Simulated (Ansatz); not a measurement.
# The 1T-CrSTe bilayer (AA) between two gates, part 2 of 3

How do the bands of the 1T-CrSTe bilayer (AA) follow a displacement field between two gates?

Ansatz 0.2.0; plane-wave DFT, PBE-D3(BJ), Ansatz PAW.

So far. Step 2 (Relaxing the slab): The lattice constant a goes from 3.365 to 3.452 Å.

## Step 3: Gated layer, displacement field 0

The slab is cut off from its images along the normal. Two sheets of opposite charge stand for the gates, so the stack stays neutral in a displacement field; barriers ahead of the sheets keep electrons from leaking to them. The uncharged case sets the zero.

The cell differs from the one that the last finished run ended in (c 49.597 → 48.368 Å).

The input, input.yaml:

```yaml
crystal:
  lattice:
    - [3.4515121653, 0.0, 0.0]
    - [-1.7257560827, 2.9890972167, 0.0]
    - [0.0, 0.0, 48.3683594961]
  atoms:
    - { symbol: Te, position: [0.6666666667, 0.3333333333, 0.4062573179], spin: -0.11 }
    - { symbol: Cr, position: [0.0, 0.0, 0.4457656193], spin: 2.32 }
    - { symbol: S, position: [0.3333333333, 0.6666666667, 0.4694250806], spin: -0.08 }
    - { symbol: Te, position: [0.6666666667, 0.3333333333, 0.530719073], spin: -0.14 }
    - { symbol: Cr, position: [0.0, 0.0, 0.5700562547], spin: 2.29 }
    - { symbol: S, position: [0.3333333333, 0.6666666667, 0.5937426821], spin: -0.08 }
  periodic: [true, true, false]
  symmetry: { detect: true }
magnetization:
  spin_polarized: true
kpoints:
  mp_grid: { grid: [24, 24, 1] }
  band_path:
    path: [[0, 0, 0], [0.5, 0, 0], [0.33333333, 0.33333333, 0], [0, 0, 0]]
    npoints: 16
hamiltonian:
  xc: pbe
  dispersion: d3bj
scf:
  occupations: { method: fermi_dirac, width: 0.02585 }
  convergence: { dr2_threshold: 1.0e-10 }
output:
  forces: true
  eigenvalues: true
  dos: { projected: true, e_range: [-3, 3], de: 0.01 }
  write_potential: true
  write_density: true
  volumetric_format: npy
  elf: true
external_charges:
  - { charge: 0, barrier: 10, axis: 3, height: 31.718, sigma: 0.25 }
  - { charge: 0, barrier: 10, axis: 3, height: 16.65, sigma: 0.25 }
```

Launch:

```sh
ansatz run input.yaml --threads 4 --pin off --max-ram 12288MiB --backend cpu --events-out ev --progress --plain --runs-dir out
```

Numbers of over 12 decimals in the logs are rounded to 6 here.

What it wrote:

```text
[...]
Crystal: 6 atoms, lattice volume = 499.012 Å³
Basis set: ecut = 420 eV, 9677 PW (Γ), exchange–correlation on 48×48×648 points (8 copies of the dense FFT grid, shifted against one another)
Bands: 47, of which v1, the nominal top of the filled ones, is band 36 counted from 1 (35 counted from 0)
Symmetry: 6 space group operations
[...]
k-points: 61 of 576 (time reversal used)
[...]
Starting moments: Σ|m| = 5.02 μB on 6 of 6 sites
[...]
SCF iter   1: F=—  HF=-22524.601366 eV  |F-HF|=—  |Δ(HF+E_count)|=         —  Δρ=2.21e-2 (↑2.21e-2 ↓2.10e-2)  dr2=9.36e0  dr2_m=1.15e-1  M=4.166 μB ∫|m|=4.698 μB  β_m=0.30  ethr=3.10e-3  ⟨swp⟩=20.7  Hψ=48063  notcnv=0
[...]
SCF iter  20: F=-22524.356737 eV  HF=-22524.356737 eV  |F-HF|=4.44e-10  |Δ(HF+E_count)|=  8.44e-10  Δρ=2.53e-8 (↑1.96e-8 ↓2.53e-8)  dr2=3.07e-11  dr2_m=1.36e-12  M=4.787 μB ∫|m|=6.011 μB  ethr=1.00e-12  ⟨swp⟩=26.0  Hψ=55840  notcnv=0
[...]
SCF 1 converged in 20 iterations: F = -22524.356737 eV  dr2 = 3.07e-11
[...]
NSCF: frozen V_eff on 49 k-points
SCF converged after 20 iterations
Magnetization: 4.7867 μB (38.3934 up, 33.6066 down)
Absolute magnetization: 6.0135 μB (∫|ρ↑−ρ↓|, with the PAW one-centre terms)
[...]
Per-site moments (μB) at R_I (Å): [(-0.109026, 1.138882), (2.325621, 0.947903), (-0.081388, 0.947903), (-0.131521, 1.136522), (2.295481, 0.948171), (-0.082473, 0.948171)]
Free energy (F): -22524.356737 eV
[...]
Internal energy: -22524.349241 eV  (E = F + TS)
E sigma→0 (E₀):  -22524.352989 eV
Entropy (-TS):   -0.007496 eV (-1.249 meV/atom)
Fermi energy:    -5.027014 eV
[...]
--- Forces (eV/Å), atoms and charges each counted from 1 ---
  atom   1  Te    -0.00000000     0.00000000     0.04217203
  atom   2  Cr    -0.00000000    -0.00000000     0.01086968
  atom   3  S     -0.00000000    -0.00000000     0.00460988
  atom   4  Te    -0.00000000     0.00000000    -0.01691773
  atom   5  Cr    -0.00000000    -0.00000000     0.01019026
  atom   6  S      0.00000000    -0.00000000    -0.00955894
  external charge   1     0.00000000     0.00000000     0.01884857
  external charge   2     0.00000000     0.00000000    -0.06021259
  max |Σ_I F_I| component, the external charges' with the atoms': 1.15e-6 eV/Å
--- Band table (eV; the first three rows and the last of 122) ---
  k-point 0 ↑: bands = [... 32 lower, -6.3635, -6.3635, -5.0525, -4.6255, -3.7640, -3.7640, -3.5991, -3.5991, ... 7 higher]
  k-point 1 ↑: bands = [... 32 lower, -6.3776, -6.3743, -5.0914, -4.6803, -3.8026, -3.7795, -3.6685, -3.6120, ... 7 higher]
  k-point 2 ↑: bands = [... 32 lower, -6.4253, -6.4042, -5.2167, -4.8459, -3.9198, -3.8303, -3.8287, -3.6546, ... 7 higher]
  k-point 60 ↓: bands = [... 32 lower, -7.0433, -7.0288, -3.6226, -3.4616, -3.4616, -3.4442, -3.3811, -3.3695, ... 7 higher]
```

The job ended after 3.2 min (4 threads of Arm Neoverse V2, shared host; peak memory 3.1 GiB; 13 min of CPU time).

This step gave:

- energy at zero smearing: -22524.3530 eV
- total moment: 4.787 μB
- site moments: -0.1090, 2.326, -0.08139, -0.1315, 2.295, -0.08247 μB
- potential beyond the upper barrier and gate, less the barrier, from the Fermi level: 5.513 eV

Running mean over a fixed 2.5 Å (it still follows the layers) of the planar mean; beyond a gate it holds the 10 eV model barrier. Electron's electrostatic potential energy less the Fermi level against z:

```csv
z (Å),electron's electrostatic potential energy less the Fermi level (eV)
4,14.5
5,14.5
6,14.5
7,14.5
8,14.5
9,14.5
10,14.5
11,14.5
12,14.5
13,14.5
14,14.5
15,14.5
16,12.1
17,8.00
18,2.54
19,-0.208
20,-3.07
21,-5.77
22,-7.06
23,-3.48
24,-0.360
25,-0.209
26,-3.03
27,-5.69
28,-6.94
29,-3.12
30,2.37
31,7.48
32,11.6
33,15.1
34,15.5
35,15.5
36,15.5
37,15.5
38,15.5
39,15.5
40,15.5
41,15.5
42,15.5
43,15.5
44,15.5
```

The density of states has structure finer than the step of the table below, so its rows give means over 0.2 eV, whole bins alone (the curve runs from -3 to 2 eV). Peaks (eV: height): total -2.64: 13.7, -1.04: 9.43, -0.98: 12.7, -0.73: 9.59, -0.67: 9.48, 1.88: 16.6, 1.94: 18.0; up -2.20: 6.24, -1.04: 7.65, -0.98: 11.0, -0.86: 7.82, -0.73: 8.40, -0.67: 8.19, 1.93: 7.32; down -2.89: 5.99, -2.82: 8.22, -2.64: 12.9, 0.98: 6.27, 1.68: 6.90, 1.88: 9.82, 1.94: 11.6.

Table of density of states by energy, zero at the Fermi level; means over each step; values in states/eV a cell:

```csv
energy (eV),total,up,down
-2.8,5.98,0.887,5.10
-2.6,5.01,1.12,3.90
-2.4,3.95,3.24,0.715
-2.2,5.85,3.70,2.15
-2.0,6.30,3.40,2.90
-1.8,6.14,3.20,2.94
-1.6,6.14,3.90,2.24
-1.4,4.22,2.68,1.54
-1.2,2.64,0.908,1.73
-1.0,7.47,5.67,1.80
-0.8,4.52,3.41,1.11
-0.6,6.59,5.28,1.31
-0.4,3.96,3.03,0.930
-0.2,4.09,3.36,0.727
0.0,2.82,2.22,0.603
0.2,2.05,1.54,0.502
0.4,1.64,1.22,0.418
0.6,1.41,1.06,0.347
0.8,2.20,1.16,1.04
1.0,5.52,1.68,3.84
1.2,6.40,2.75,3.65
1.4,4.19,2.43,1.76
1.6,4.82,1.67,3.15
1.8,9.77,2.98,6.79
```

Projected DOS per atom over height of the atomic layer and energy from the Fermi level. Layers: Te Cr S Te Cr S from below.

Values in states/eV, 22 rows by 6 columns, each cell a mean:
```
1.08 4.09 0.71 0.98 3.81 0.58
0.57 2.37 0.29 0.37 1.57 0.25
0.34 1.15 0.33 0.33 1.29 0.43
0.42 1.79 0.51 0.47 2.32 0.53
0.43 2.12 0.43 0.29 1.33 0.34
0.23 0.52 0.18 0.26 0.33 0.17
0.26 0.28 0.13 0.30 0.31 0.15
0.32 0.37 0.17 0.36 0.40 0.18
0.40 0.50 0.21 0.46 0.60 0.24
0.55 0.83 0.30 0.62 1.14 0.39
0.65 1.07 0.27 0.55 1.12 0.29
0.73 2.33 0.26 0.69 2.06 0.31
0.48 1.09 0.28 0.60 1.69 0.42
0.63 2.15 0.51 0.86 1.28 0.49
0.42 0.45 0.17 0.66 0.74 0.27
0.74 1.85 0.30 1.09 1.68 0.40
1.25 0.99 0.55 1.46 1.09 0.51
1.76 1.07 0.66 1.24 0.91 0.53
1.77 1.02 0.41 1.07 0.71 0.46
1.20 0.68 0.32 0.67 0.44 0.35
0.52 0.42 0.68 0.56 1.18 2.13
0.46 0.90 1.71 0.54 0.61 1.22
```
Columns: height of the atomic layer (Å) from 19.6 to 28.7 (not evenly spaced); rows upwards: energy from the Fermi level (eV) from -2.98 to 1.97.

Projected DOS per atom, spin up over height of the atomic layer and energy from the Fermi level. Layers: Te Cr S Te Cr S from below.

Values in states/eV, 22 rows by 6 columns, each cell a mean:
```
0.64 1.01 0.54 0.47 0.77 0.41
0.19 0.38 0.20 0.16 0.33 0.17
0.25 0.61 0.29 0.23 0.59 0.36
0.26 0.55 0.41 0.25 0.58 0.40
0.24 0.43 0.29 0.20 0.22 0.20
0.20 0.15 0.13 0.23 0.17 0.15
0.21 0.16 0.12 0.24 0.20 0.14
0.24 0.24 0.16 0.28 0.28 0.17
0.29 0.36 0.19 0.34 0.47 0.22
0.39 0.68 0.28 0.45 1.00 0.36
0.39 0.91 0.24 0.30 0.96 0.26
0.33 2.15 0.21 0.28 1.89 0.25
0.15 0.93 0.22 0.24 1.56 0.34
0.25 1.94 0.33 0.15 1.09 0.22
0.09 0.30 0.05 0.11 0.57 0.07
0.29 1.70 0.12 0.48 1.48 0.17
0.42 0.76 0.15 0.60 0.81 0.21
0.78 0.79 0.25 0.64 0.68 0.22
0.89 0.75 0.24 0.77 0.62 0.29
0.94 0.62 0.23 0.52 0.37 0.20
0.25 0.17 0.11 0.15 0.11 0.08
0.15 0.12 0.12 0.12 0.10 0.09
```
Columns: height of the atomic layer (Å) from 19.6 to 28.7 (not evenly spaced); rows upwards: energy from the Fermi level (eV) from -2.98 to 1.97.

Projected DOS per atom, spin down over height of the atomic layer and energy from the Fermi level. Layers: Te Cr S Te Cr S from below.

Ten even steps from '_' (0.01 states/eV) to '@' (3.08 states/eV), each cell a mean:
```
..@@__..@@__
..**____==__
__..____::__
__==____++__
__++____--__
__..________
____________
____________
____________
____________
____________
..____..____
..____..____
..____::____
..____..____
..____..____
::__..::____
--__....____
::__________
____________
____....--**
__::++....--
```
Columns: height of the atomic layer (Å) from 19.6 to 28.7 (not evenly spaced); rows upwards: energy from the Fermi level (eV) from -2.98 to 1.97.

Deep bands are left out, so band numbers here count from the lowest band kept and differ from the log's. Electronic bands along the path, in eV, zero at the Fermi level; # counts the bands kept:

```csv
point,up #13,up #15,up #17,up #18,down #9,down #10,down #11,down #12
Γ,-0.03,1.26,1.43,1.43,0.97,0.97,1.01,1.01
halfway,-0.85,-0.15,0.58,0.77,-1.70,-1.06,-0.12,-0.02
M,-1.02,-0.57,-0.49,-0.40,-2.21,-1.82,-0.64,-0.53
halfway,-1.01,-0.74,-0.34,-0.14,-2.28,-1.98,-1.87,-1.74
K,-0.96,-0.72,-0.59,-0.27,-2.60,-2.16,-2.02,-2.00
halfway,-0.93,-0.51,0.45,0.66,-1.63,-1.18,-1.00,-0.92
Γ,-0.03,1.26,1.43,1.43,0.97,0.97,1.01,1.01
```

Spin density in the ca plane at fractional y = 0.000, with atoms of Cr within 0.2 Å of it.

Ten even steps from '0' (0.0 e/Å³) to '9' (3.3 e/Å³), each cell a mean:
```
00000000000000000002562000000000000137410000
00000000000000000000110000000000000001100000
00000000000000000000000000000000000000000000
00000000000000000000000000000000000000000000
00000000000000000000000000000000000000000000
00000000000000000000000000000000000000000000
00000000000000000000000000000000000000000000
00000000000000000001331000000000000013200000
00000000000000000003893000000000000159620000
```
Columns run along c (16.0 Å, from fractional 0.29 to 0.62 of the cell), rows up along a (3.5 Å). Atoms in or near the plane, at fractional coordinates: Cr at (0.45, 0.00), Cr at (0.57, 0.00).

ELF in the ca plane at fractional y = 0.000, with atoms of Cr within 0.2 Å of it. It is the smooth field of the valence electrons, not physical close to the nuclei.

Values, 5 rows by 16 columns, each cell a mean:
```
0.00 0.00 0.00 0.00 0.00 0.05 0.19 0.30 0.43 0.51 0.18 0.04 0.17 0.30 0.42 0.52
0.00 0.00 0.00 0.00 0.02 0.28 0.56 0.54 0.26 0.36 0.60 0.15 0.50 0.54 0.27 0.35
0.00 0.00 0.00 0.00 0.04 0.44 0.64 0.52 0.34 0.53 0.72 0.21 0.57 0.51 0.35 0.52
0.00 0.00 0.00 0.00 0.01 0.20 0.48 0.51 0.25 0.31 0.48 0.11 0.43 0.51 0.25 0.30
0.00 0.00 0.00 0.00 0.00 0.03 0.12 0.22 0.52 0.63 0.13 0.03 0.11 0.23 0.51 0.64
```
Columns run along c (16.0 Å, from fractional 0.26 to 0.59 of the cell), rows up along a (3.5 Å). Atoms in or near the plane, at fractional coordinates: Cr at (0.45, 0.00), Cr at (0.57, 0.00).

Valence density in the ca plane at fractional y = 0.000, with atoms of Cr within 0.2 Å of it. It is the smooth field of the valence electrons, not physical close to the nuclei.

Values in units of 1e0 e/Å³, 5 rows by 16 columns, each cell a mean:
```
0.0 0.0 0.0 0.0 0.0 0.0 0.1 0.2 3.2 4.6 0.1 0.0 0.1 0.2 3.1 4.8
0.0 0.0 0.0 0.0 0.0 0.0 0.2 0.3 0.3 0.4 0.3 0.1 0.2 0.3 0.3 0.4
0.0 0.0 0.0 0.0 0.0 0.0 0.3 0.4 0.2 0.3 0.4 0.1 0.3 0.4 0.2 0.3
0.0 0.0 0.0 0.0 0.0 0.0 0.2 0.3 0.5 0.7 0.2 0.1 0.2 0.3 0.5 0.7
0.0 0.0 0.0 0.0 0.0 0.0 0.1 0.2 5.0 7.2 0.1 0.0 0.1 0.2 4.8 7.5
```
Columns run along c (16.0 Å, from fractional 0.26 to 0.59 of the cell), rows up along a (3.5 Å). Atoms in or near the plane, at fractional coordinates: Cr at (0.45, 0.00), Cr at (0.57, 0.00).

There is no gap.

## Step 4: Gated layer, displacement field 1.81 V/nm

input.yaml, as its differences from that of step 3:

```diff
@@ -30,3 +30,2 @@
   eigenvalues: true
-  dos: { projected: true, e_range: [-3, 3], de: 0.01 }
   write_potential: true
@@ -34,5 +33,6 @@
   volumetric_format: npy
-  elf: true
 external_charges:
   - { charge: 0, barrier: 10, axis: 3, height: 31.718, sigma: 0.25 }
+  - { charge: -0.010317, axis: 3, height: 33.218, sigma: 0.42 }
   - { charge: 0, barrier: 10, axis: 3, height: 16.65, sigma: 0.25 }
+  - { charge: 0.010317, axis: 3, height: 15.15, sigma: 0.42 }
```

What it wrote:

```text
[...]
Crystal: 6 atoms, lattice volume = 499.012 Å³
Basis set: ecut = 420 eV, 9677 PW (Γ), exchange–correlation on 48×48×648 points (8 copies of the dense FFT grid, shifted against one another)
Bands: 47, of which v1, the nominal top of the filled ones, is band 36 counted from 1 (35 counted from 0)
Symmetry: 6 space group operations
[...]
k-points: 61 of 576 (time reversal used)
[...]
Starting moments: Σ|m| = 5.02 μB on 6 of 6 sites
[...]
SCF iter   1: F=—  HF=-22524.597170 eV  |F-HF|=—  |Δ(HF+E_count)|=         —  Δρ=2.21e-2 (↑2.21e-2 ↓2.10e-2)  dr2=9.36e0  dr2_m=1.15e-1  M=4.170 μB ∫|m|=4.701 μB  β_m=0.30  ethr=3.10e-3  ⟨swp⟩=20.9  Hψ=48869  notcnv=0  defer=1
[...]
SCF iter  20: F=-22524.340823 eV  HF=-22524.340823 eV  |F-HF|=4.07e-10  |Δ(HF+E_count)|=   1.75e-9  Δρ=2.32e-8 (↑1.67e-8 ↓2.32e-8)  dr2=1.14e-11  dr2_m=1.45e-12  M=4.783 μB ∫|m|=6.009 μB  ethr=1.00e-12  ⟨swp⟩=25.8  Hψ=56026  notcnv=0
[...]
SCF 1 converged in 20 iterations: F = -22524.340823 eV  dr2 = 1.14e-11
[...]
SCF converged after 20 iterations
Magnetization: 4.7832 μB (38.3916 up, 33.6084 down)
Absolute magnetization: 6.0108 μB (∫|ρ↑−ρ↓|, with the PAW one-centre terms)
[...]
Per-site moments (μB) at R_I (Å): [(-0.107737, 1.138882), (2.327946, 0.947903), (-0.080899, 0.947903), (-0.132152, 1.136522), (2.291325, 0.948171), (-0.084328, 0.948171)]
Free energy (F): -22524.340823 eV
[...]
Internal energy: -22524.333254 eV  (E = F + TS)
E sigma→0 (E₀):  -22524.337039 eV
Entropy (-TS):   -0.007568 eV (-1.261 meV/atom)
Fermi energy:    -5.056104 eV
[...]
--- Forces (eV/Å), atoms and charges each counted from 1 ---
  atom   1  Te    -0.00000000     0.00000000     0.05129965
  atom   2  Cr    -0.00000000    -0.00000000    -0.00022481
  atom   3  S     -0.00000000    -0.00000000     0.00917643
  atom   4  Te    -0.00000000     0.00000000    -0.01664018
  atom   5  Cr    -0.00000000    -0.00000000     0.03138794
  atom   6  S     -0.00000000    -0.00000000    -0.02861422
  external charge   1     0.00000000     0.00000000     0.01750247
  external charge   2     0.00000000     0.00000000    -0.00093377
  external charge   3     0.00000000     0.00000000    -0.06388407
  external charge   4     0.00000000     0.00000000     0.00093189
  max |Σ_I F_I| component, the external charges' with the atoms': 1.33e-6 eV/Å
--- Band table (eV; the first three rows and the last of 122) ---
  k-point 0 ↑: bands = [... 32 lower, -6.3897, -6.3897, -5.0690, -4.6513, -3.7982, -3.7982, -3.6227, -3.6227, ... 7 higher]
  k-point 1 ↑: bands = [... 32 lower, -6.4038, -6.4005, -5.1091, -4.7057, -3.8361, -3.8136, -3.6922, -3.6358, ... 7 higher]
  k-point 2 ↑: bands = [... 32 lower, -6.4516, -6.4304, -5.2380, -4.8706, -3.9479, -3.8626, -3.8583, -3.6790, ... 7 higher]
  k-point 60 ↓: bands = [... 32 lower, -7.0623, -7.0623, -3.6587, -3.4958, -3.4934, -3.4762, -3.4124, -3.4002, ... 7 higher]
```

Run time: 3.3 min. Hardware: 4 threads; peak memory 3.1 GiB.

This step gave:

```yaml
energy_at_zero_smearing: -22524.3370 eV
total_moment: 4.783 μB
site_moments: -0.1077, 2.328, -0.08090, -0.1322, 2.291, -0.08433 μB
potential_beyond_the_upper_barrier_and_gate_less_the_barrier_from_the_fermi_level: 6.156 eV
```

Deep bands are left out, so band numbers here count from the lowest band kept and differ from the log's. Electronic bands along the path, in eV, zero at the Fermi level; # counts the bands kept:

```csv
point,up #13,up #15,up #17,up #18,down #9,down #10,down #11,down #12
Γ,-0.01,1.26,1.43,1.43,0.97,0.97,1.01,1.01
halfway,-0.85,-0.15,0.58,0.77,-1.71,-1.06,-0.12,-0.03
M,-1.02,-0.58,-0.49,-0.40,-2.22,-1.83,-0.64,-0.53
halfway,-1.01,-0.74,-0.34,-0.14,-2.29,-1.99,-1.87,-1.74
K,-0.96,-0.72,-0.59,-0.27,-2.59,-2.18,-2.01,-2.01
halfway,-0.93,-0.52,0.44,0.66,-1.65,-1.18,-1.00,-0.92
Γ,-0.01,1.26,1.43,1.43,0.97,0.97,1.01,1.01
```

Force by atom:

```csv
atom,x (eV/Å),y (eV/Å),z (eV/Å),size
Te1,0.0000,0.0000,0.0513,0.0513
Cr2,0.0000,0.0000,-0.0002,0.0002
S3,0.0000,0.0000,0.0092,0.0092
Te4,0.0000,0.0000,-0.0166,0.0166
Cr5,0.0000,0.0000,0.0314,0.0314
S6,0.0000,0.0000,-0.0286,0.0286
```

There is no gap.

Of the bands kept, 9 cross the Fermi level on this path, both spins counted.

## Step 5: Gated layer, displacement field -1.81 V/nm

input.yaml, as its differences from that of step 4:

```diff
@@ -35,4 +35,4 @@
   - { charge: 0, barrier: 10, axis: 3, height: 31.718, sigma: 0.25 }
-  - { charge: -0.010317, axis: 3, height: 33.218, sigma: 0.42 }
+  - { charge: 0.010317, axis: 3, height: 33.218, sigma: 0.42 }
   - { charge: 0, barrier: 10, axis: 3, height: 16.65, sigma: 0.25 }
-  - { charge: 0.010317, axis: 3, height: 15.15, sigma: 0.42 }
+  - { charge: -0.010317, axis: 3, height: 15.15, sigma: 0.42 }
```

What it wrote:

```text
[...]
Crystal: 6 atoms, lattice volume = 499.012 Å³
Basis set: ecut = 420 eV, 9677 PW (Γ), exchange–correlation on 48×48×648 points (8 copies of the dense FFT grid, shifted against one another)
Bands: 47, of which v1, the nominal top of the filled ones, is band 36 counted from 1 (35 counted from 0)
Symmetry: 6 space group operations
[...]
k-point 0 ↑: bands = [... 32 lower, -6.3398, -6.3398, -5.0396, -4.6016, -3.7325, -3.7325, -3.5778, -3.5778, ... 7 higher]
  k-point 1 ↑: bands = [... 32 lower, -6.3539, -6.3507, -5.0771, -4.6567, -3.7719, -3.7481, -3.6470, -3.5905, ... 7 higher]
  k-point 2 ↑: bands = [... 32 lower, -6.4016, -6.3806, -5.1987, -4.8230, -3.8956, -3.8036, -3.7975, -3.6325, ... 7 higher]
  k-point 60 ↓: bands = [... 32 lower, -7.0267, -6.9968, -3.5891, -3.4322, -3.4310, -3.4136, -3.3521, -3.3414, ... 7 higher]
[key lines of the parts left out:]
SCF converged after 21 iterations
Magnetization: 4.7902 μB (38.3951 up, 33.6049 down)
Free energy (F): -22524.360854 eV
Fermi energy:    -5.000269 eV
```

Wall time 3.3 min (4 threads); peak memory 3.1 GiB; 13 min of CPU time.

Deep bands are left out, so band numbers here count from the lowest band kept and differ from the log's. Electronic bands along the path, in eV, zero at the Fermi level; # counts the bands kept:

```csv
point,up #14,up #15,up #17,up #18,down #9,down #10,down #11,down #12
Γ,0.40,1.27,1.42,1.42,0.97,0.97,1.01,1.01
halfway,-0.68,-0.15,0.59,0.77,-1.69,-1.06,-0.12,-0.02
M,-0.91,-0.57,-0.50,-0.40,-2.19,-1.82,-0.63,-0.53
halfway,-0.89,-0.73,-0.33,-0.14,-2.27,-1.96,-1.87,-1.75
K,-0.87,-0.71,-0.59,-0.28,-2.60,-2.15,-2.03,-2.00
halfway,-0.78,-0.50,0.45,0.66,-1.62,-1.19,-0.99,-0.92
Γ,0.40,1.27,1.42,1.42,0.97,0.97,1.01,1.01
```

There is no gap.

Of the bands kept, 9 cross the Fermi level on this path, both spins counted.

[end of part 2 of 3]

[Logs are printed without paths, hosts, clocks, repeated set-up lines and the standing remarks that a program may print on its own settings, such as how far it seeks lower states.]

[Hosts, paths, dates, database ids (printed as entryN), source tags and the programs' standing remarks are cut or masked in the printed files.]

[Maps of the electrostatic potential energy from Ansatz leave out the sawtooth potential of an applied field or a dipole correction, so their vacuum need not be flat; planar profiles and work functions include it.]

[The density of states shown here was stored with 400 of the rows of the run's finer table, so its peaks can read low, often by over a quarter, or be missed, and its means over a window can be off by a tenth or more.]
